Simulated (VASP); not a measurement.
# HfO2 (P4_2/nmc) in VASP: a series of runs

One crystal, HfO2, is run at these levels: PBE, LDA; tasks: phonons.

Program: VASP 6.6.1. These are calculated values, not measurements. Logs are shortened: lines on timing, memory, paths and dates and some standing lists are left out, and cuts for length are marked.

### 1 Starting point

The structure is tetragonal, space group P4_2/nmc (No. 137). The conventional cell has a = 3.563 Å, b = 3.563 Å, c = 5.190 Å, α = 90.00°, β = 90.00°, γ = 90.00°. Hf (site symmetry -4m2) is surrounded by 8 O at 2.06 to 2.37 Å. Around O (site symmetry 2mm) lie 4 Hf at 2.06 to 2.37 Å.

Measurements of this composition are mostly on another form, of space group No. 14.

### 2 Phonons, PBE

POSCAR reads:

```
HfO2
1.0
    3.5633799038      0.0000000000      0.0000000000
    0.0000000000      3.5633799038      0.0000000000
    0.0000000000      0.0000000000      5.1897282113
  Hf              O
     2     4
Direct
     0.5000000000000000    0.5000000000000000    0.5000000000000000
     0.0000000000000000    0.0000000000000000    0.0000000000000000
     0.0000000000000000    0.5000000000000000    0.6994377584971676
     0.5000000000000000    0.0000000000000000    0.8005622415028324
     0.5000000000000000    0.0000000000000000    0.3005622415028325
     0.0000000000000000    0.5000000000000000    0.1994377584971675
```

INCAR.step1 reads:

```
SYSTEM = HfO2
PREC = Accurate
ENCUT = 600
EDIFF = 1E-8
ISMEAR = -1
SIGMA = 0.05
LREAL = .False.
LASPH = .True.
NELM = 80
ALGO = Normal
ISIF = 3
LWAVE = .False.
LCHARG = .False.
GGA = PE
KPAR = 8
IBRION = 2
NSW = 40
EDIFFG = -0.002
```

INCAR.step2 reads:

```
SYSTEM = HfO2
PREC = Accurate
ENCUT = 600
EDIFF = 1E-8
ISMEAR = -1
SIGMA = 0.05
LREAL = .False.
LASPH = .True.
NELM = 80
ALGO = Normal
ISIF = 2
LWAVE = .False.
LCHARG = .False.
GGA = PE
KPAR = 8
IBRION = 8
NSW = 1
LEPSILON = .True.
```

KPOINTS reads:

```
regular mesh
0
Gamma
  6 6 4
  0 0 0
```

Potentials or basis: VASP PAW PBE potentials, release 64 (Hf_pv, O).

Launch:

```
cat potpaw_PBE.64/Hf_pv/POTCAR potpaw_PBE.64/O/POTCAR > POTCAR
cp INCAR.step1 INCAR
mpirun -np 8 vasp_std > vasp.out
cp CONTCAR POSCAR
cp INCAR.step2 INCAR
mpirun -np 8 vasp_std > vasp.out
```

OUTCAR:

```text
SYSTEM = HfO2
   PREC = Accurate
   ENCUT = 600
   EDIFF = 1E-8
   ISMEAR = -1
   LREAL = .False.
   LASPH = .True.
   NELM = 80
   ISIF = 2
   GGA = PE
   IBRION = 8
   NSW = 1
   LEPSILON = .True.

 ion  position               nearest neighbor table
   1  0.500  0.500  0.500-   3 2.06   5 2.06   5 2.06   3 2.06   4 2.40   4 2.40   6 2.40   6 2.40
                             2 3.64   2 3.64   2 3.64   2 3.64   2 3.64   2 3.64   2 3.64   2 3.64
   2  0.000  0.000  0.000-   4 2.06   6 2.06   6 2.06   4 2.06   3 2.40   5 2.40   3 2.40   5 2.40
                             1 3.64   1 3.64   1 3.64   1 3.64   1 3.64   1 3.64   1 3.64   1 3.64
   3  0.000  0.500  0.695-   1 2.06   1 2.06   2 2.40   2 2.40
   4  0.500  0.000  0.805-   2 2.06   2 2.06   1 2.40   1 2.40
   5  0.500  0.000  0.305-   1 2.06   1 2.06   2 2.40   2 2.40
   6  0.000  0.500  0.195-   2 2.06   2 2.06   1 2.40   1 2.40

  LATTYP: Found a simple tetragonal cell.
 ALAT       =     3.5877742349
 C/A-ratio  =     1.4565950621

  Lattice vectors:

 A1 = (   3.5877742349,   0.0000000000,   0.0000000000)
 A2 = (   0.0000000000,   3.5877742349,   0.0000000000)
 A3 = (   0.0000000000,   0.0000000000,   5.2259342342)

Analysis of symmetry for initial positions (statically):
=====================================================================
 Subroutine PRICEL returns:
 Original cell was already a primitive cell.

 Routine SETGRP: Setting up the symmetry group for a
 simple tetragonal supercell.

 Subroutine GETGRP returns: Found 16 space group operations
 (whereof  8 operations were pure point group operations)
 out of a pool of 16 trial point group operations.

The static configuration has the point symmetry D_2d.
 The point group associated with its full space group is D_4h.

Analysis of symmetry for dynamics (positions and initial velocities):
=====================================================================
 Subroutine PRICEL returns:
 Original cell was already a primitive cell.

 Routine SETGRP: Setting up the symmetry group for a
 simple tetragonal supercell.

 Subroutine GETGRP returns: Found 16 space group operations
 (whereof  8 operations were pure point group operations)
 out of a pool of 16 trial point group operations.

The dynamic configuration has the point symmetry D_2d.
 The point group associated with its full space group is D_4h.

 Subroutine INISYM returns: Found 16 space group operations
 (whereof  8 operations are pure point group operations),
 and found     1 'primitive' translations

----------------------------------------------------------------------------------------

                                     Primitive cell
[... 956 lines left out ...]
  y     0.00000     0.00000     0.00000     0.00000     0.00000     0.00000
  z     0.00000     0.00000     0.00000     0.00000     0.00000     0.00000

 PIEZOELECTRIC TENSOR (including local field effects)  for field in x, y, z        (C/m^2)
          XX          YY          ZZ          XY          YZ          ZX
  --------------------------------------------------------------------------------
  x     0.00000     0.00000     0.00000     0.00000     0.00000     0.00000
  y     0.00000     0.00000     0.00000     0.00000     0.00000     0.00000
  z     0.00000     0.00000     0.00000     0.00000     0.00000     0.00000

 BORN EFFECTIVE CHARGES (including local field effects) (in |e|, cummulative output)
 ---------------------------------------------------------------------------------
 ion    1
    1     5.51451     0.00000     0.00000
    2     0.00000     5.51451     0.00000
    3     0.00000     0.00000     4.74663
 ion    2
    1     5.51451     0.00000     0.00000
    2     0.00000     5.51451     0.00000
    3     0.00000     0.00000     4.74663
 ion    3
    1    -3.46859     0.00000     0.00000
    2     0.00000    -2.04592     0.00000
    3     0.00000     0.00000    -2.37332
 ion    4
    1    -3.46859     0.00000     0.00000
    2     0.00000    -2.04592     0.00000
    3     0.00000     0.00000    -2.37332
 ion    5
    1    -2.04592     0.00000     0.00000
    2     0.00000    -3.46859     0.00000
    3     0.00000     0.00000    -2.37332
 ion    6
    1    -2.04592     0.00000     0.00000
    2     0.00000    -3.46859     0.00000
    3     0.00000     0.00000    -2.37332

 INTERNAL STRAIN TENSOR FOR ION    6 for displacements in x,y,z  (eV/Angst):
          X           Y           Z          XY          YZ          ZX
  --------------------------------------------------------------------------------
  x     0.00000     0.00000     0.00000     0.00000     0.00000     2.36868
  y     0.00000     0.00000     0.00000     0.00000    -9.38932     0.00000
  z     3.45869   -11.30083    -9.22627     0.00000     0.00000     0.00000

 SECOND DERIVATIVES (NOT SYMMETRIZED)
 ------------------------------------
               1X          1Y          1Z          2X          2Y          2Z          3X          3Y          3Z          4X          4Y          4Z          5X          5Y          5Z          6X          6Y          6Z
  1X    -9.896355    0.000000    0.000000    0.487739    0.000000    0.000000    9.447837    0.000000    0.000000    0.815650    0.000000    0.000000    1.450897    0.000000    0.000000   -2.305768    0.000000    0.000000
  1Y     0.000000   -9.896355    0.000000    0.000000    0.487739    0.000000    0.000000    1.450897    0.000000    0.000000   -2.305768    0.000000    0.000000    9.447837    0.000000    0.000000    0.815650    0.000000
  1Z     0.000000    0.000000  -23.759100    0.000000    0.000000   14.205063    0.000000    0.000000    6.545545    0.000000    0.000000   -1.768526    0.000000    0.000000    6.545545    0.000000    0.000000   -1.768526
  2X     0.487739    0.000000    0.000000   -9.896355    0.000000    0.000000    0.815650    0.000000    0.000000    9.447837    0.000000    0.000000   -2.305768    0.000000    0.000000    1.450897    0.000000    0.000000
  2Y     0.000000    0.487739    0.000000    0.000000   -9.896355    0.000000    0.000000   -2.305768    0.000000    0.000000    1.450897    0.000000    0.000000    0.815650    0.000000    0.000000    9.447837    0.000000
  2Z     0.000000    0.000000   14.205063    0.000000    0.000000  -23.759100    0.000000    0.000000   -1.768526    0.000000    0.000000    6.545545    0.000000    0.000000   -1.768526    0.000000    0.000000    6.545545
  3X     9.455230    0.000000    0.000000    0.821588    0.000000    0.000000  -18.309174    0.000000    0.000000    6.970484    0.000000    0.000000    0.328139    0.000000    0.000000    0.733733    0.000000    0.000000
  3Y     0.000000    1.457813    0.000000    0.000000   -2.302728    0.000000    0.000000   -5.473919    0.000000    0.000000    5.255371    0.000000    0.000000    0.329289    0.000000    0.000000    0.734173    0.000000
  3Z     0.000000    0.000000    6.547832    0.000000    0.000000   -1.759185    0.000000    0.000000  -13.438377    0.000000    0.000000   -0.960188    0.000000    0.000000    1.391916    0.000000    0.000000    8.218001
  4X     0.821588    0.000000    0.000000    9.455230    0.000000    0.000000    6.970484    0.000000    0.000000  -18.309174    0.000000    0.000000    0.733733    0.000000    0.000000    0.328139    0.000000    0.000000
  4Y     0.000000   -2.302728    0.000000    0.000000    1.457813    0.000000    0.000000    5.255371    0.000000    0.000000   -5.473919    0.000000    0.000000    0.734173    0.000000    0.000000    0.329289    0.000000
  4Z     0.000000    0.000000   -1.759185    0.000000    0.000000    6.547832    0.000000    0.000000   -0.960188    0.000000    0.000000  -13.438377    0.000000    0.000000    8.218001    0.000000    0.000000    1.391916
  5X     1.457813    0.000000    0.000000   -2.302728    0.000000    0.000000    0.329289    0.000000    0.000000    0.734173    0.000000    0.000000   -5.473919    0.000000    0.000000    5.255371    0.000000    0.000000
  5Y     0.000000    9.455230    0.000000    0.000000    0.821588    0.000000    0.000000    0.328139    0.000000    0.000000    0.733733    0.000000    0.000000  -18.309174    0.000000    0.000000    6.970484    0.000000
  5Z     0.000000    0.000000    6.547832    0.000000    0.000000   -1.759185    0.000000    0.000000    1.391916    0.000000    0.000000    8.218001    0.000000    0.000000  -13.438377    0.000000    0.000000   -0.960188
  6X    -2.302728    0.000000    0.000000    1.457813    0.000000    0.000000    0.734173    0.000000    0.000000    0.329289    0.000000    0.000000    5.255371    0.000000    0.000000   -5.473919    0.000000    0.000000
  6Y     0.000000    0.821588    0.000000    0.000000    9.455230    0.000000    0.000000    0.733733    0.000000    0.000000    0.328139    0.000000    0.000000    6.970484    0.000000    0.000000  -18.309174    0.000000
  6Z     0.000000    0.000000   -1.759185    0.000000    0.000000    6.547832    0.000000    0.000000    8.218001    0.000000    0.000000    1.391916    0.000000    0.000000   -0.960188    0.000000    0.000000  -13.438377

 Eigenvectors and eigenvalues of the dynamical matrix
 ----------------------------------------------------

   1 f  =   19.762885 THz   124.173868 2PiTHz  659.218884 cm-1    81.732688 meV
             X         Y         Z           dx          dy          dz
      1.793887  1.793887  2.612967    -0.074840   -0.001341    0.000000
      0.000000  0.000000  0.000000     0.074840    0.001341   -0.000000
      0.000000  1.793887  3.632211     0.702581    0.000446   -0.000000
      1.793887  0.000000  4.206690    -0.702581   -0.000446    0.000000
      1.793887  0.000000  1.593723     0.024861    0.012592   -0.000000
      0.000000  1.793887  1.019244    -0.024861   -0.012592    0.000000
[... 145 lines left out ...]
  18 f/i=    0.019932 THz     0.125236 2PiTHz    0.664856 cm-1     0.082432 meV
             X         Y         Z           dx          dy          dz
      1.793887  1.793887  2.612967    -0.551650   -0.351292   -0.000000
      0.000000  0.000000  0.000000    -0.551650   -0.351292   -0.000000
      0.000000  1.793887  3.632211    -0.164252   -0.099562   -0.000000
      1.793887  0.000000  4.206690    -0.164252   -0.099562   -0.000000
      1.793887  0.000000  1.593723    -0.156347   -0.104596   -0.000000
      0.000000  1.793887  1.019244    -0.156347   -0.104596   -0.000000

--------------------------------------------------------------------------------------------------------

 MACROSCOPIC STATIC DIELECTRIC TENSOR IONIC CONTRIBUTION
 ------------------------------------------------------
         270.178473     0.000000    -0.000000
           0.000000   270.178473     0.000000
          -0.000000     0.000000    12.676903
 ------------------------------------------------------

 ELASTIC MODULI CONTR FROM IONIC RELAXATION (kBar)
 Direction    XX          YY          ZZ          XY          YZ          ZX
 --------------------------------------------------------------------------------
 XX        -835.0067    316.7015   -609.7852      0.0000     -0.0000     -0.0000
 YY         316.7015   -835.0067   -609.7852      0.0000     -0.0000     -0.0000
 ZZ        -609.7852   -609.7852  -1434.8227      0.0000     -0.0000     -0.0000
 XY           0.0000      0.0000      0.0000      0.0000      0.0000      0.0000
 YZ          -0.0000     -0.0000     -0.0000      0.0000   -744.8711     -0.0000
 ZX          -0.0000     -0.0000     -0.0000      0.0000     -0.0000   -771.6210
 --------------------------------------------------------------------------------

 PIEZOELECTRIC TENSOR IONIC CONTR  for field in x, y, z        (C/m^2)
          XX          YY          ZZ          XY          YZ          ZX
  --------------------------------------------------------------------------------
  x    -0.00000     0.00000     0.00000     0.00000     0.00000    -0.00000
  y    -0.00000    -0.00000    -0.00000     0.00000     0.00000     0.00000
  z     0.00000     0.00000     0.00000     0.00000    -0.00000     0.00000
```

Wall time 3.9 min (8 MPI ranks of AMD EPYC 9R45 (Zen 5), shared host); peak memory 0.62 GiB.

Results:

| Item | Value |
| --- | --- |
| Relaxed volume | 11.21 Å³/atom |
| Relaxed cell | a = 3.588 Å, b = 3.588 Å, c = 5.226 Å, α = 90.00°, β = 90.00°, γ = 90.00° |
| Space group after relaxing (to 0.05 Å) | P4_2/nmc (No. 137) |
| Electronic dielectric tensor (diagonal) | 5.20, 5.20, 4.67 |
| Born charges (mean of the diagonal) | Hf +5.26; O -2.63 e |
| Highest phonon frequency at Γ, LO-TO splitting left out | 659 cm⁻¹ |

The path:
```csv
step,energy change (eV),largest force (eV/Å),pressure (GPa),volume (Å³)
1,0.0000,0.0105,3.95,65.90
2,0.0150,0.1848,-5.50,68.51
3,-0.0133,0.0841,-0.08,66.95
4,-0.0133,0.0827,0.00,66.93
5,-0.0143,0.0614,0.08,66.94
6,-0.0149,0.0321,0.19,66.97
7,-0.0156,0.0264,0.09,67.04
8,-0.0168,0.0083,-0.18,67.27
9,-0.0168,0.0032,-0.25,67.33
10,-0.0168,0.0093,0.27,67.19
11,-0.0169,0.0029,0.02,67.26
12,-0.0169,0.0028,0.01,67.26
13,-0.0169,0.0009,-0.01,67.27
```

Final structure:
```
CELL_PARAMETERS angstrom
3.58777 0.00000 0.00000
0.00000 3.58777 0.00000
0.00000 0.00000 5.22593
ATOMIC_POSITIONS crystal
Hf 0.50000 0.50000 0.50000
Hf 0.00000 0.00000 0.00000
O 0.00000 0.50000 0.69504
O 0.50000 0.00000 0.80496
O 0.50000 0.00000 0.30496
O 0.00000 0.50000 0.19504
```

Phonon frequencies in cm⁻¹ (negative: imaginary):
```
              q point                                                      frequencies
(0.000, 0.000, 0.000)  -1 -1 0 47 47 96 96 213 310 310 429 429 457 457 584 639 659 659
```

Electronic dielectric tensor:
```
5.20 0.00 0.00
0.00 5.20 0.00
0.00 0.00 4.67
```

Born effective charge tensors (e):
atom 1, Hf
```
5.51 0.00 0.00
0.00 5.51 0.00
0.00 0.00 4.75
```
atom 2, Hf
```
5.51 0.00 0.00
0.00 5.51 0.00
0.00 0.00 4.75
```
atom 3, O
```
-3.47  0.00  0.00
 0.00 -2.05  0.00
 0.00  0.00 -2.37
```
atom 4, O
```
-3.47  0.00  0.00
 0.00 -2.05  0.00
 0.00  0.00 -2.37
```
atom 5, O
```
-2.05  0.00  0.00
 0.00 -3.47  0.00
 0.00  0.00 -2.37
```
atom 6, O
```
-2.05  0.00  0.00
 0.00 -3.47  0.00
 0.00  0.00 -2.37
```

(Continued in part 2 of 4.)
